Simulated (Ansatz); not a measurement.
**Mg2Sn, a database entry at a rescaled volume**

```
CELL_PARAMETERS angstrom
0.00000 3.40846 3.40846
3.40846 0.00000 3.40846
3.40846 3.40846 0.00000
ATOMIC_POSITIONS crystal
Sn 0.00000 0.00000 0.00000
Mg 0.25000 0.25000 0.25000
Mg 0.75000 0.75000 0.75000
```

The numbers come from plane-wave PAW DFT (Ansatz): PBE, no spin polarisation, 420 eV, 9×9×9 Γ-centred k points, fermi-dirac occupations (width 0.0249 eV). Nothing was relaxed.

Q: Is the cell too large or too small?

A: The pressure is 0.0 GPa (compression positive), so with the atoms held at these fractions the cell is close to zero pressure.

Q: How is the charge shared?

A: Bader charges in e: Mg +1.41, Sn -2.82. In the mean Mg gives up most and Sn takes most.

Q: What do density and ELF say about some of the short contacts?

A: Sn–Mg at 2.95 Å: least valence density 0.15 e/Å³ and ELF 0.23 there. Mg–Mg at 3.41 Å: least valence density 0.08 e/Å³ and ELF 0.39 there. Both are smooth PAW fields, read partly inside the augmentation spheres.

Q: What happens at the Fermi level?

A: It is a metal, with about 0.19 states/eV a cell as the mean within 0.25 eV of the Fermi level, mostly Sn p (68 %) and Mg s (22 %).

Q: What is the formation energy?

A: -0.19 eV an atom against the elements' usual phases (free molecules for gases, crystals otherwise, with no correction for O₂ or N₂), so it is bound against them; other compounds may still compete. Relaxing would lower it.

Origin: a database entry at a rescaled volume.
